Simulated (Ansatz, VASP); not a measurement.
## KBr: VASP beside Ansatz

The input POSCAR:

```
KBr
1.0
    0.0000000000      3.3000000000      3.3000000000
    3.3000000000      0.0000000000      3.3000000000
    3.3000000000      3.3000000000      0.0000000000
Br K
1 1
Direct
    0.5000000000      0.5000000000      0.5000000000
    0.0000000000      0.0000000000      0.0000000000
```

Contents of INCAR.step1:

```
SYSTEM = KBr
PREC     = Accurate       ! precision mode
ENCUT    = 520            ! plane-wave cutoff, eV
EDIFF    = 1E-5           ! SCF threshold, eV
ISMEAR   = -1             ! smearing method
SIGMA    = 0.05           ! smearing width, eV
LREAL    = .False.        ! projectors in reciprocal space
LASPH    = .True.         ! aspherical terms in the spheres
NELM     = 100            ! most SCF steps
ALGO     = Normal         ! electronic algorithm
ISIF     = 2              ! what is computed and relaxed
LWAVE    = .True.         ! write WAVECAR
NBANDS   = 15             ! bands
GGA      = PE             ! functional
```

The input INCAR.step2:

```
SYSTEM = KBr
PREC     = Accurate       ! precision mode
ENCUT    = 520            ! plane-wave cutoff, eV
EDIFF    = 1E-7           ! SCF threshold, eV
ISMEAR   = -1             ! smearing method
SIGMA    = 0.05           ! smearing width, eV
LREAL    = .False.        ! projectors in reciprocal space
LASPH    = .True.         ! aspherical terms in the spheres
NELM     = 100            ! most SCF steps
ALGO     = Normal         ! electronic algorithm
ISIF     = 2              ! what is computed and relaxed
LWAVE    = .False.        ! write WAVECAR
LCHARG   = .False.        ! write CHGCAR
GGA      = PE             ! functional
LHFCALC  = .True.         ! exact exchange
HFSCREEN = 0.15           ! screening, 1/A
AEXX     = 0.25           ! exact-exchange fraction
PRECFOCK = Fast         
NBANDS   = 15             ! bands
ISTART   = 1
```

File KPOINTS:

```
Automatic mesh
0
Gamma
  4 4 4
  0 0 0
```

input.yaml

```yaml
crystal:
  lattice:
    - [0.0, 3.3, 3.3]
    - [3.3, 0.0, 3.3]
    - [3.3, 3.3, 0.0]
  atoms:
    - { symbol: Br, position: [0.5, 0.5, 0.5] }
    - { symbol: K, position: [0.0, 0.0, 0.0] }
hamiltonian:
  xc:
    exchange: pbe
    correlation: pbe
    exx: { coeff: 0.25, omega: 0.15 }
  pseudopotentials: { kind: paw }
kpoints:
  mp_grid: { grid: [4, 4, 4] }
scf:
  occupations: { method: fermi_dirac, width: 0.05 }
output:
  forces: true
  stress: true
  eigenvalues: true
```

Alike in both runs: task single point; functional HSE(alpha, omega); k mesh 4 × 4 × 4; occupations fermi-dirac, width 0.05 eV; no spin polarisation.

```csv
,VASP,Ansatz
version,VASP 6.6.1,Ansatz 0.2.0
potentials or method,"VASP PAW PBE potentials, release 64 (Br, K_sv)",Ansatz PAW
plane-wave cutoff (eV),520,420
valence electrons in the cell,16,16
```

Ansatz gave:

- gap on the k mesh at the Fermi level (eV): 5.78
- least direct gap on the mesh (eV): 5.78
- pressure (GPa): 0.5

Task: What did VASP give for the same quantities?

Result: gap on the k mesh at the Fermi level (eV): 5.77; least direct gap on the mesh (eV): 5.77; pressure (GPa): 0.5.

Caveats: the PAW data sets were made with another functional, which shifts forces and pressure a little (VASP); the PAW data sets come from PBE, with cores solved anew for the run's functional, which leaves a small shift of forces and pressure (Ansatz); the thresholds are loose for stress (Ansatz).
